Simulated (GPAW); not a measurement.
Here is a GPAW 26.7.0 calculation.

The input run.py:

```python
from ase import Atoms
from ase.dft.bandgap import bandgap
from ase.io import write
from ase.units import GPa
from gpaw import GPAW, PW

atoms = Atoms(['Te', 'Te', 'Te'],
              cell=[[4.44693, 0.0, 0.0],
                    [-2.223465, 3.8511543489, 0.0],
                    [0.0, 0.0, 5.91492]],
              scaled_positions=[[0.731, 0.731, 0.5],
                                [0.0, 0.269, 0.8333333333],
                                [0.269, 0.0, 0.1666666667]],
              pbc=True)

calc = GPAW(mode=PW(600),
            xc='PBE',
            kpts={'size': (7, 7, 5), 'gamma': True},
            occupations={'name': 'fermi-dirac', 'width': 0.05},
            nbands=19,
            convergence={'density': 1e-05, 'energy': 1e-05},
            maxiter=150,
            txt='gpaw.txt')
atoms.calc = calc
energy = atoms.get_potential_energy()
forces = atoms.get_forces()
stress = atoms.get_stress()
calc.write('gs.gpw')
write('result.traj', atoms)
print(f'Energy: {energy:.6f} eV')
print('Forces (eV/A):')
print(forces.round(4))
print('Stress (GPa):', (stress / GPa).round(3))
print('Fermi level:', round(calc.get_fermi_level(), 4), 'eV')
print(f'Gap: {bandgap(calc)[0]:.4f} eV, direct: {bandgap(calc, direct=True)[0]:.4f} eV')
```

Potentials or basis: GPAW PAW data sets (gpaw-data 1.2.1), pw.

The run is started by

```bash
$ OMP_NUM_THREADS=1 python run.py
```

Q: Predict the band gap on the k mesh.

A: 0.63 eV, indirect (least direct gap 0.79 eV).

Q: Estimate the pressure.

A: 1.3 GPa.

Q: Estimate the largest force.

A: 0.136 eV/Å.

Stress tensor (GPa, compression positive):
```
1.19 0.00 0.00
0.00 1.19 0.00
0.00 0.00 1.57
```

Caveat: spin-orbit coupling is left out, which moves the levels of the heavy elements; an odd mesh through Γ misses points on the zone boundary, where band edges often lie. PBE gaps usually lie below the measured ones, often by a third to a half.
